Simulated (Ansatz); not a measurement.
# ScAl3: the cost of one run

Method: DFT PBE, scalar-relativistic, plane waves, PAW, in Ansatz 0.2.0.

1 further run of the same task is left out (it didn't finish).

**1. Starting point**

It takes space group I4/mmm (No. 139, tetragonal). The conventional cell has a = 4.026 Å, b = 4.026 Å, c = 8.846 Å, α = 90.00°, β = 90.00°, γ = 90.00°. Sc (site symmetry 4/mmm) has 12 Al at 2.85 to 2.99 Å as nearest neighbours. Al (site symmetry -4m2) is surrounded by 8 Al at 2.85 to 2.99 Å and 4 Sc at 2.99 Å. Al (site symmetry 4/mmm) is surrounded by 4 Sc at 2.85 Å and 8 Al at 2.99 Å.

As a file:

```xyz
4
Lattice="-2.0128 2.0128 4.4232 2.0128 -2.0128 4.4232 2.0128 2.0128 -4.4232" Properties=species:S:1:pos:R:3 pbc="T T T"
Sc    0.0000    0.0000    0.0000
Al    0.0000    2.0128    2.2116
Al    2.0128    0.0000    2.2116
Al    0.0000    0.0000    4.4232
```

The structure comes from the Materials Project (structure only).

**2. A distortion that keeps the symmetry**

What differs from the listed cell: strain xx, yy, zz, yz, xz, xy = -2.3, -2.3, +6.7, +0.0, +0.0, +0.0 %.

Contents of input.yaml:

```yaml
crystal:
  lattice:
    - [-1.9659170044, 1.9659170044, 4.7182674052]
    - [1.9659170044, -1.9659170044, 4.7182674052]
    - [1.9659170044, 1.9659170044, -4.7182674052]
  atoms:
    - { symbol: Sc, position: [0.0, 0.0, 0.0] }
    - { symbol: Al, position: [0.75, 0.25, 0.5] }
    - { symbol: Al, position: [0.25, 0.75, 0.5] }
    - { symbol: Al, position: [0.5, 0.5, 0.0] }
basis:
  ecutwfc: 420
kpoints:
  mp_grid: { grid: [14, 14, 14] }
hamiltonian:
  xc: pbe
scf:
  occupations: { method: gaussian, width: 0.1 }
output:
  forces: true
  stress: true
  eigenvalues: true
```

Launch:

```
$ ansatz run input.yaml --threads 1 --pin off --max-ram 1331MiB --backend cpu --events-out ev --progress --plain --runs-dir out
```

What time and memory should one allow on 1 thread of an x86-64 CPU, shared host?

About 27 s, with a peak of 0.55 GiB.
